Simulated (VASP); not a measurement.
GaAs, 2 atoms in the cell. The structure is cubic, space group F-43m (No. 216). Conventional cell: a = 5.681 Å, b = 5.681 Å, c = 5.681 Å, α = 90.00°, β = 90.00°, γ = 90.00°. Ga (site symmetry -43m) is surrounded by 4 As at 2.46 Å. As (site symmetry -43m) has 4 Ga at 2.46 Å as nearest neighbours. 

```yaml
Program: VASP 6.6.1
Task: dielectric tensor
Functional: PBE
Dispersion: D3(BJ)
Potentials_or_basis: VASP PAW PBE potentials, release 64 (Ga_d, As)
Cutoff: 520 eV
k_mesh: 10 × 10 × 10
Occupations: gaussian, width 0.02 eV
Spin: no spin polarisation
Further_INCAR_settings: ALGO = Fast; EDIFF = 1e-07
```

Potentials or basis: VASP PAW PBE potentials, release 64 (Ga_d, As).

The run is started by

```bash
$ cat potpaw_PBE.64/Ga_d/POTCAR potpaw_PBE.64/As/POTCAR > POTCAR
$ mpirun -np 1 vasp_std > vasp.out
```

Hardware: 1 thread of AMD EPYC 9R14 (Zen 4), on a shared host.

Question: How long does it take, and how much memory?

Answer: Wall time 8.1 min on 1 thread of AMD EPYC 9R14 (Zen 4), with other jobs on the host, peak memory 0.39 GiB. Counts: scf iterations 130, k points 47.
